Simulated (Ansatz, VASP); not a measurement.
**CdS: VASP beside Ansatz**

File INCAR:

```
PREC     = Accurate       # precision mode
ENCUT    = 520            # plane-wave cutoff, eV
EDIFF    = 1E-7           # SCF threshold, eV
ISMEAR   = 0              # smearing method
SIGMA    = 0.03           # smearing width, eV
LREAL    = False          # projectors in reciprocal space
LASPH    = True           # aspherical terms in the spheres
NELM     = 60             # most SCF steps
ALGO     = Normal         # electronic algorithm
ISIF     = 2              # what is computed and relaxed
LWAVE    = False          # write WAVECAR
LCHARG   = False          # write CHGCAR
GGA      = PE             # functional
NBANDS   = 16             # bands
```

Contents of KPOINTS:

```
Automatic mesh
0
Gamma
  10 10 10
```

POSCAR

```
CdS
1.0
    0.0000000000      2.8220751000      2.6844129000
    2.8220751000      0.0000000000      2.6844129000
    2.8220751000      2.8220751000      0.0000000000
Cd S
1 1
Direct
    0.0000000000      0.0000000000      0.0000000000
    0.5000000000      0.5000000000      0.5000000000
```

Input for Ansatz:

```yaml
crystal:
  lattice:
    - [0.0, 2.8220751, 2.6844129]
    - [2.8220751, 0.0, 2.6844129]
    - [2.8220751, 2.8220751, 0.0]
  atoms:
    - { symbol: Cd, position: [0.0, 0.0, 0.0] }
    - { symbol: S, position: [0.5, 0.5, 0.5] }
basis:
  ecutwfc: 420
kpoints:
  mp_grid: { grid: [10, 10, 10] }
hamiltonian:
  xc: pbe
scf:
  occupations: { method: gaussian, width: 0.03 }
output:
  forces: true
  stress: true
  eigenvalues: true
```

Change from the starting cell: strain +0.025 along x and y, -0.025 along z, atoms carried along.

Alike in both runs: task single point; functional PBE; k mesh 10 × 10 × 10; occupations gaussian, width 0.03 eV; no spin polarisation.

|  | VASP | Ansatz |
| --- | --- | --- |
| version | VASP 6.6.1 | Ansatz 0.2.0 |
| potentials or method | VASP PAW PBE potentials, release 64 (Cd, S) | scalar-relativistic, plane waves, PAW |
| plane-wave cutoff (eV) | 520 | 420 |
| valence electrons in the cell | 18 | 26 |

|  | VASP | Ansatz | Ansatz less VASP |
| --- | --- | --- | --- |
| gap on the k mesh at the Fermi level (eV) | 0.04 | 0.04 | +0.008 |
| least direct gap on the mesh (eV) | 1.31 | 1.33 | +0.022 |
| pressure (GPa) | -1.4 | -1.7 | -0.33 |
| largest component of the traceless stress (GPa) | 2.10 | 1.99 | -0.104 |

The two sets of potentials don't hold the same shells in valence.
